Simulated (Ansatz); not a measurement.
Relaxed sheet of WS₂, cell area A = 8.646 Å²:

```
CELL_PARAMETERS angstrom
3.15974 0.00000 0.00000
-1.57987 2.73641 0.00000
0.00000 0.00000 32.29053
ATOMIC_POSITIONS crystal
S 0.33333 0.66667 0.45120
W 0.66667 0.33333 0.50001
S 0.33333 0.66667 0.54881
```

The calculation used Ansatz, DFT PBE+D3(BJ), scalar-relativistic, plane waves, PAW. Cutoff 420 eV; k points 12×12×1 on the computed 3-atom cell (Γ-centred); Gaussian smearing, width 0.02 eV; no spin polarisation. The sheet is isolated along c (Coulomb cut-off).

Under strain along y with x held, atoms relaxed, stress positive in compression; ΔE is the free energy at this smearing, of which the stress is the derivative:

```
strain (%)  σxx (N/m)  σyy (N/m)  ΔE (meV/cell) thickness (Å)
        -2      0.623      3.227          16.92          3.175
        +2     -0.592     -2.860          15.89          3.129
```

Question: Which in-plane elastic constants follow from the stresses?

Answer: Central differences over Δε = 0.04 give C22 = 152.2 N/m from the stress along the strain and C12 = 30.4 N/m from the stress across it. The sheet is hexagonal, so C22 = C11: Poisson's ratio is C12/C11 = 0.20, Young's modulus (C11² − C12²)/C11 = 146 N/m and the shear modulus (C11 − C12)/2 = 60.9 N/m.

Question: Do the energies agree?

Answer: The second difference [ΔE(−ε) + ΔE(+ε)]/(A·ε²) = (16.92 + 15.89) meV/(8.646 Å² × 0.0004) × 16.02 N/m per eV/Å² = 152.0 N/m should equal C22 = 152.2 N/m; they differ by 0.1 %, so the two routes agree. The stress in compression and in tension differ in size because of the third-order constants.

Question: The unstrained thickness between the outer atoms is 3.152 Å. How does it respond?

Answer: d ln t/dε = (3.129 − 3.175)/(3.152 × 0.04) = -0.36: the sheet thins as it is stretched, as its bonds turn towards the plane.

Question: The gap on the k mesh is 1.929 eV at −2 %, 1.918 eV unstrained and 1.780 eV at +2 %. What is its slope?

Answer: On the stretched side -69 meV a percent, on the compressed side -6 meV a percent. The slopes differ in sign or size, which suggests that different band extrema set the gap on the two sides.

The reference crystal is a form of WS2, which isn't its usual structure.

The sheet resists stretching through its covalent W 5d-S 3p bonds, but part of the strain is taken up by rotation of those bonds rather than by changes in their length, which is why the sulfur layers move inwards under tension. The larger stress in compression reflects the usual anharmonicity: bonds stiffen when shortened and soften when stretched. Because x is held, the thickness coefficient of -0.36 isn't the out-of-plane Poisson's ratio for free uniaxial stress; lateral contraction would offset some of the thinning.

The uneven gap response fits the known band structure of trigonal-prismatic WS₂. Tension weakens the d-p overlap and narrows the gap at K, while compression probably brings the conduction valley between Γ and K to the band edge, cancelling most of the expected widening. The gaps alone don't establish this change from direct to indirect. Spin-orbit coupling, which splits the valence edge at K strongly but leaves Γ unsplit, would lower the gap at K and could shift the strain at which the extrema cross.
